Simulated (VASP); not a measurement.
Runs of VASP 6.6.1 on SnSe. The structure is orthorhombic, space group Pnma (No. 62). The conventional cell has a = 11.420 Å, b = 4.190 Å, c = 4.460 Å, α = 90.00°, β = 90.00°, γ = 90.00°. Around Sn (site symmetry m) lie 3 Se at 2.69 to 2.83 Å. Se (site symmetry m) has 3 Sn at 2.69 to 2.83 Å as nearest neighbours. 

```tsv
task	level	potentials or basis	cell	cutoff (eV)	smearing	gap on the mesh (eV)	pressure (GPa)	relaxed volume (Å³/atom)	largest force (eV/Å)
single point	PBE	VASP PAW PBE potentials, release 64 (Sn_d, Se)	as given	520	gaussian 0.012 eV	0.54	2.4	-	0.33
band structure	LDA	VASP PAW LDA potentials, release 64 (Sn_d, Se)	as given	520	fermi-dirac 0.05 eV	0.47	-1.9	-	(a)
band structure	PBE	VASP PAW PBE potentials, release 64 (Sn_d, Se)	as given	520	fermi-dirac 0.05 eV	0.54	-	-	-
band structure	LAK	VASP PAW PBE potentials, release 64 (Sn_d, Se)	as given	520	fermi-dirac 0.05 eV	1.06	5.2	-	(b)
single point	PBE	VASP PAW PBE potentials, release 64 (Sn_d, Se)	as given	520	gaussian 0.013 eV	0.54	2.4	-	0.33
relaxation of cell and atoms	PBE	VASP PAW PBE potentials, release 64 (Sn, Se)	relaxed	580	fermi-dirac 0.05 eV	0.62	0.0	28.16	0.01
single point	PBE	VASP PAW PBE potentials, release 64 (Sn_d, Se)	as given	520	gaussian 0.014 eV	0.54	2.4	-	0.33
relaxation of cell and atoms	LDA	VASP PAW LDA potentials, release 64 (Sn_d, Se)	relaxed	600	fermi-dirac 0.05 eV	0.37	-0.1	25.19	0.02
band structure	PBE	VASP PAW PBE potentials, release 64 (Sn, Se)	as given	500	fermi-dirac 0.05 eV	(c)	-	-	-
band structure	TB-mBJ	VASP PAW PBE potentials, release 64 (Sn_d, Se)	as given	520	fermi-dirac 0.05 eV	0.92	-	-	-
band structure	PBE	VASP PAW PBE potentials, release 54 (Sn_d, Se)	as given	520	fermi-dirac 0.05 eV	0.54	2.4	-	0.33
```

Alike in all rows: no spin polarisation; k mesh 3 × 6 × 6.

**Question.** Estimate the missing entries.

**Answer.** (a) 0.20; (b) 0.27; (c) 0.53.

Caveats: spin-orbit coupling is left out, which moves the levels of the heavy elements; an odd mesh through Γ misses points on the zone boundary, where band edges often lie (some runs); the PAW data sets were made with another functional, which shifts forces and pressure a little (some runs).

A k mesh can miss the band edges, and the runs leave out spin-orbit coupling on Se, Sn.

Not every run made on this cell is shown here.
